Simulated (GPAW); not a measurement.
Crystal: InAs.

```
CELL_PARAMETERS angstrom
0.00000 3.01800 3.01800
3.01800 0.00000 3.01800
3.01800 3.01800 0.00000
ATOMIC_POSITIONS crystal
In 0.00000 0.00000 0.00000
As 0.75000 0.75000 0.75000
```

Base run:

```yaml
Program: GPAW 26.7.0
Functional: PBEsol
Potentials_or_basis: PAW data sets generated in the run's folder for this functional
Cutoff: 450 eV
Basis: pw
k_mesh: 6 × 6 × 6
Occupations: fermi-dirac, width 0.05 eV
Spin: no spin polarisation
```

Its results: pressure 0.4 GPa.

Task: The run is repeated on the same cell with these changes: cutoff from 450 eV to 600 eV; spin from no spin polarisation to spin-orbit coupling, no magnetisation. What comes out?

Result: Pressure 1.4 GPa.

Caveats: the cutoff is short for stress and forces, so pressures can be off by a GPa or more (some runs); spin-orbit coupling was added after a scalar SCF, so levels and gaps hold it while energy, forces, pressure and moments don't (some runs).
